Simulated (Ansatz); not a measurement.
The geometry is COD entry 1537360, unchecked; take it as a test cell. It differs from other determinations.

An input for TaS₂ and the output that it gave: DFT, PBEsol, all-electron LAPW, scalar-relativistic (Ansatz 0.2.0).

Command: `ansatz run input.yaml --threads 1 --pin off --max-ram 4096MiB --backend cpu --events-out ev --progress --plain --runs-dir out` The run took 26 s on 1 thread of Intel(R) Xeon(R) 6975P-C (Granite Rapids), on a shared host, peak memory 0.45 GiB.

```yaml
crystal:
  lattice:
    - [3.3500021206, 0.0, 0.0]
    - [-1.6750010603, 2.9011869392, 0.0]
    - [0.0, 0.0, 5.86]
  atoms:
    - { symbol: Ta, position: [0.0, 0.0, 0.0] }
    - { symbol: S, position: [0.3333333333, 0.6666666667, 0.25] }
    - { symbol: S, position: [0.6666666667, 0.3333333333, 0.75] }
kpoints:
  mp_grid: { grid: [8, 8, 4] }
  band_path:
    path:
      - [0.0, 0.0, 0.0]
      - [0.5, 0.0, 0.0]
      - [0.3333333333, 0.3333333333, 0.0]
      - [0.0, 0.0, 0.0]
      - [0.0, 0.0, 0.5]
      - [0.5, 0.0, 0.5]
      - [0.3333333333, 0.3333333333, 0.5]
      - [0.0, 0.0, 0.5]
      - [0.5, 0.0, 0.5]
    npoints: 14
scf:
  occupations: { method: fermi_dirac, width: 0.02 }
hamiltonian:
  xc: pbesol
  pseudopotentials: { kind: all_electron, lapw: { basis_error: 0.001 } }
output:
  forces: true
  stress: true
  eigenvalues: true
  fatbands: true
  populations: true
  dos: { projected: true, de: 0.2, e_range: [-14, 8] }
```

What the program printed:

```
Ta: projections on atomic orbitals take those of the free atom 1s2 2s2 2p6 3s2 3p6 3d10 4s2 4p6 4d10 4f14 5s2 5p6 5d3 6s2, of charge +0.00 (hamiltonian.pseudopotentials.projection_atoms)
S: projections on atomic orbitals take those of the free atom 1s2 2s2 2p6 3s2 3p4, of charge +0.00 (hamiltonian.pseudopotentials.projection_atoms)
LAPW: plane waves up to 8.607 Å⁻¹, error target 1.0e-3 eV per atom; small_component_spin mean_spin; S in spheres of 1.036 Å, 14 of its electrons in bands, Dirac shells []; Ta in spheres of 1.390 Å, 43 of its electrons in bands, Dirac shells []
Engine: ansatz 0.2.0
Pseudopotentials: kind: all_electron
Pseudopotential: Ta, LAPW, valence charge 43, Koelling and Harmon's equation, gaussian nucleus
Pseudopotential: S, LAPW, valence charge 14, Koelling and Harmon's equation, gaussian nucleus
Functional definition: PBEsol
  exchange = pbesol_x
  correlation = pbesol_c
Crystal: 3 atoms, lattice volume = 56.953 Å³
Basis set: ecut = 282.27584677480496 eV, 599 PW (Γ), exchange–correlation at level 2
Bands: 43, of which v1, the nominal top of the filled ones, is band 36 counted from 1 (35 counted from 0)
Symmetry: 12 space group operations
Space group: P-3m1 (ITA 164), of the structure as read, at distance tolerance 3.8e-5 Å
k-points: 35 of 256
Non-local potential: Ta, projectors of the file, none
Non-local potential: S, projectors of the file, none
Initial density: superposition of atomic densities (chi_scale 0.1, normalization cell, long waves kept (reshape's long-wave potential 0.18 eV rms))
Initial wavefunctions: plane waves of lowest kinetic energy (no species holds an atomic orbital)
Functional: x = pbesol(κ = 0.804, μ = 0.12345679012345678), c = pbesol(β = 0.046)
iter 1 solved again at ethr=1.78e-3 eV; its pass at ethr=1.00e-1 eV (dr2=1.26e0 eV) is discarded
SCF iter   1: F=—  HF=-446138.163846 eV  |F-HF|=—  |Δ(HF+E_count)|=         —  Δρ=4.30e-2  dr2=1.26e0  ethr=1.78e-3  ⟨swp⟩=2.0  Hψ=9726  notcnv=0
preconditioner: auto → LDOS  [metal: Δε(μ)=0.045 eV  Ē_g=16.908 eV  σ=0.020 eV  W_gap=0.47  n_scr=22 (ndim 8)  ℏωp=27.4 eV  f_vac=0.130  D(μ)=2.68/eV (n_scr^D=22)  β→1.0]
SCF iter   2: F=—  HF=-446137.781878 eV  |F-HF|=—  |Δ(HF+E_count)|=   3.82e-1  Δρ=2.22e-2  dr2=3.71e-1  ethr=1.78e-3  ⟨swp⟩=3.0  Hψ=4948  notcnv=0
SCF iter   3: F=—  HF=-446137.689626 eV  |F-HF|=—  |Δ(HF+E_count)|=   9.23e-2  Δρ=9.39e-3  dr2=8.69e-2  ethr=5.23e-4  ⟨swp⟩=3.0  Hψ=4965  notcnv=0
SCF iter   4: F=—  HF=-446137.630056 eV  |F-HF|=—  |Δ(HF+E_count)|=   5.96e-2  Δρ=6.05e-3  dr2=2.99e-2  ethr=1.22e-4  ⟨swp⟩=2.0  Hψ=4515  notcnv=0
SCF iter   5: F=—  HF=-446137.616284 eV  |F-HF|=—  |Δ(HF+E_count)|=         —  Δρ=1.82e-3  dr2=3.91e-3  ethr=4.21e-5  ⟨swp⟩=2.0  Hψ=4503  notcnv=0
the basis was enlarged: its passes take 403.1 KiB over the memory plan, 1 of 1 planned eigensolver slots
iter 6 solved again at ethr=3.48e-7 eV; its pass at ethr=5.51e-6 eV (dr2=2.47e-4 eV) is discarded
SCF iter   6: F=—  HF=-446137.615573 eV  |F-HF|=—  |Δ(HF+E_count)|=   7.11e-4  Δρ=4.30e-4  dr2=2.47e-4  ethr=3.48e-7  ⟨swp⟩=2.0  Hψ=7338  notcnv=0
SCF iter   7: F=—  HF=-446137.615533 eV  |F-HF|=—  |Δ(HF+E_count)|=   3.96e-5  Δρ=7.14e-5  dr2=6.48e-6  ethr=3.48e-7  ⟨swp⟩=2.0  Hψ=4264  notcnv=0
SCF iter   8: F=-446137.615532 eV  HF=-446137.615532 eV  |F-HF|=3.78e-8  |Δ(HF+E_count)|=   8.66e-7  Δρ=1.35e-5  dr2=9.72e-8  ethr=9.12e-9  ⟨swp⟩=2.0  Hψ=4264  notcnv=0
SCF 1 converged in 8 iterations: F = -446137.615532 eV  dr2 = 9.72e-8
NSCF: frozen V_eff on 113 k-points
SCF converged after 8 iterations
Free energy (F): -446137.615532 eV
Harris-Foulkes:  -446137.615532 eV  (|F-HF|=3.78e-8)
Internal energy: -446137.610083 eV  (E = F + TS)
E sigma→0 (E₀):  -446137.612807 eV
Entropy (-TS):   -0.005450 eV (-1.817 meV/atom)
Fermi energy:    13.147640 eV
--- Per-component energies (eV) ---
  E_band       = -6982.281404
  E_kinetic    = 495541.678662
  E_xc         = -9858.668693
  E_electrostatic = -931820.620052  (all electrons and nuclei)
  E_smearing   = -0.005450  (= −TS)
  E_closure    = 0.000000  (closes the sum)
  E_atoms      = -446115.236460  (free atoms, spherical and without spin; not in F)
  Σ components = -446137.615532   (vs F -446137.615532, Δ=0.00e0)
  Basis errors (estimates in eV, not in F): energy 5.0e-4 per atom: plane waves 4.5e-4 (2.6e-4 summed), levels above the bands 3.3e-184, relativity 2.8e-8, radial functions 5.0e-5, core shells 3.3e-8; eigenvalues (radial functions only) 1.8e-6; not estimated: angular momenta, meshes, grids; target (lapw.basis_error) 1.0e-3; muffin-tin radii S 1.036 Å, Ta 1.390 Å
--- Forces (eV/Å), atoms counted from 1 ---
  atom   1  Ta    -0.00000000     0.00000000     0.00000000
  atom   2  S      0.00000000     0.00000000     0.96966861
  atom   3  S     -0.00000000    -0.00000000    -0.96966861
  max |Σ_I F_I| component: 5.78e-19 eV/Å
--- Stress (GPa, compression-positive) ---
        2.630211      -0.000000       0.000000
        0.000000       2.630211      -0.000000
        0.000000      -0.000000       7.686464
  P = ⅓ Tr σ = 4.3156 GPa (43.156 kbar)
--- Band table (eV; the first three rows and the last of 35) ---
  k-point 0: bands = ["-382.4977", "-382.4977", "-382.4692", "-204.2835", "-204.2835", "-204.2593", "-204.2523", "-204.2523", "-192.3241", "-192.3241", "-137.3796", "-137.3796", "-137.3796", "-137.3796", "-137.3681", "-137.3681", "-55.5251", "-22.0480", "-22.0031", "-22.0031", "-7.3883", "-7.3549", "-7.3402", "-7.3402", "-7.3302", "-7.3187", "-7.3187", "-2.0126", "0.1046", "6.1131", "8.8690", "8.8690", "11.8172", "12.3675", "12.3675", "13.1372", "13.1372", "13.3711", "17.2213", "17.2213", "18.2202", "18.5611", "21.9653"]
  k-point 1: bands = ["-382.4977", "-382.4977", "-382.4692", "-204.2835", "-204.2835", "-204.2593", "-204.2523", "-204.2523", "-192.3241", "-192.3241", "-137.3796", "-137.3796", "-137.3796", "-137.3796", "-137.3681", "-137.3681", "-55.5251", "-22.0481", "-22.0031", "-22.0031", "-7.3884", "-7.3549", "-7.3402", "-7.3402", "-7.3303", "-7.3187", "-7.3187", "-1.8940", "-0.1377", "6.6359", "8.8832", "8.8832", "10.6415", "12.2966", "12.2966", "13.1224", "13.1224", "14.0311", "17.4270", "17.4270", "18.2700", "19.3096", "22.0918"]
  k-point 2: bands = ["-382.4977", "-382.4977", "-382.4692", "-204.2835", "-204.2835", "-204.2593", "-204.2523", "-204.2523", "-192.3241", "-192.3241", "-137.3796", "-137.3796", "-137.3796", "-137.3796", "-137.3681", "-137.3681", "-55.5251", "-22.0482", "-22.0031", "-22.0031", "-7.3884", "-7.3549", "-7.3402", "-7.3402", "-7.3303", "-7.3187", "-7.3187", "-1.7424", "-0.4028", "7.3849", "8.8976", "8.8976", "9.5463", "12.2285", "12.2285", "13.1072", "13.1072", "14.3570", "17.6476", "17.6476", "18.4885", "20.1305", "22.1689"]
  k-point 34: bands = ["-382.4977", "-382.4977", "-382.4692", "-204.2835", "-204.2835", "-204.2593", "-204.2523", "-204.2523", "-192.3241", "-192.3241", "-137.3796", "-137.3796", "-137.3796", "-137.3796", "-137.3681", "-137.3681", "-55.5103", "-22.2535", "-22.1706", "-21.9809", "-7.3752", "-7.3652", "-7.3415", "-7.3363", "-7.3257", "-7.3232", "-7.3195", "0.0168", "0.3351", "6.9514", "7.5873", "8.2858", "9.1405", "9.4665", "10.0155", "13.6762", "14.9525", "14.9945", "17.4586", "18.8960", "19.8197", "20.7035", "21.7130"]
--- Löwdin populations: 3 sites ---
  site symbol       q [e]
     0     Ta     72.4776
     1      S     16.1656
     2      S     16.1656
  spilling = 0.001821 (of n_electrons = 105.000000)
```

Spin polarisation is left out, and whether a magnetic state lies lower isn't shown here.
